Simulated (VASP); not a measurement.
B:

```
CELL_PARAMETERS angstrom
1.88524 0.00000 0.00000
0.00000 1.88524 0.00000
0.00000 0.00000 1.88524
ATOMIC_POSITIONS crystal
B 0.50000 0.50000 0.50000
```

The cell was built by a generator and needn't be a form met in nature.

| Quantity | Value |
| --- | --- |
| Program | VASP 6.6.1 |
| Task | relaxation of cell and atoms |
| Functional | PBE |
| Dispersion | MBD-FI |
| Potentials or basis | VASP PAW PBE potentials, release 64 (B) |
| Cutoff | 600 eV |
| k mesh | 14 × 14 × 14 |
| Occupations | fermi-dirac, width 0.05 eV |
| Spin | no spin polarisation |

At the start: pressure -6.3 GPa; volume 6.70 Å³/atom.

Problem. Where does the relaxation end?

Solution. Over 4 steps the energy falls by 3.2 meV/atom and the volume is 6.52 Å³/atom (-2.6 %); space group Pm-3m (No. 221, to 0.05 Å).

Step by step:
| step | energy change (eV) | largest force (eV/Å) | pressure (GPa) | volume (Å³) |
| --- | --- | --- | --- | --- |
| 1 | 0.0000 | 0.0000 | -6.34 | 6.70 |
| 2 | -0.0023 | 0.0000 | 2.99 | 6.45 |
| 3 | -0.0032 | 0.0000 | -0.47 | 6.54 |
| 4 | -0.0032 | 0.0000 | -0.04 | 6.52 |

Final structure:
```xyz
1
Lattice="1.8684 0.0000 0.0000 0.0000 1.8684 0.0000 0.0000 0.0000 1.8684" Properties=species:S:1:pos:R:3 pbc="T T T"
B     0.9342    0.9342    0.9342
```
